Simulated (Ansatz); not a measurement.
TePb: experiment and calculation

**What was measured.**

“Correlated local dipoles in PbTe”, 2017, arxiv:1709.02863 reports, for a bulk crystal of TePb at 250 K: lattice constant a 6.4546 ± 0.0001 Å.

A printed reference work, monograph reports, for a bulk crystal of TePb at 4.2 K: band gap 0.19 eV (direct).

The results are compared with them further down.

Method: DFT r2SCAN, scalar-relativistic, plane waves, PAW in Ansatz.

Plane waves to 500 eV, a k mesh through Γ of 8×8×8 on the computed 2-atom cell and Gaussian smearing (0.02 eV); no spin polarisation.

Relaxed structure, symmetry kept:

```yaml
crystal:
  lattice:
    - [0.00000, 3.26811, 3.26811]
    - [3.26811, 0.00000, 3.26811]
    - [3.26811, 3.26811, 0.00000]
  atoms:
    - { symbol: Te, position: [0.50000, 0.50000, 0.50000] }
    - { symbol: Pb, position: [0.00000, 0.00000, 0.00000] }
```

| Property | Result |
| --- | --- |
| Space group | Fm-3m (No. 225) |
| Volume per atom | 34.91 Å³ |
| Formation energy from the elements' standard states (uncorrected) | -0.505 eV/atom |
| Generalised Kohn–Sham band gap | 1.09 eV, direct at L |
| Löwdin character of the top 1 eV of the valence band | Te 5p 76 %, Pb 6s 12 %, Pb 6p 10 % |
| Löwdin character of the lowest 1 eV of the conduction band | Pb 6p 80 %, Te 5s 9 %, Te 5p 7 % |
| Electron masses at the edge by Cartesian direction of the standard setting (m_e; degenerate bands sorted by energy; no spin-orbit coupling) | x: 0.16; y: 0.16; z: 0.16 |
| Hole masses at the edge by Cartesian direction of the standard setting (m_e; degenerate bands sorted by energy; no spin-orbit coupling) | x: 0.12; y: 0.12; z: 0.12 |
| Bulk modulus | 42 GPa |
| Its pressure derivative | 4.5 |
| Bader charges (e) | Te (1 in the cell) -0.78, Pb (1 in the cell) 0.78 |

Spin-orbit coupling is left out, which matters for the bands of heavy elements.

A measured lattice constant a of TePb is 6.4546 Å (250 K; the paper above); the calculated 6.536 Å misses it by +1.3 %. 4 values of this kind are on record (6.442 to 6.4626 Å); this one was drawn at random among those near their median, those with a stated uncertainty first. The calculation is for 0 K without zero-point motion. Against the measured band gap of TePb, 0.19 eV (direct; 4.2 K; a printed reference work, monograph), the calculated 1.09 eV is off by +0.90 eV. Kohn–Sham gaps of semilocal functionals fall short of measured ones as a rule; spin-orbit coupling, left out here, would usually lower the calculated gap of a compound with heavy elements.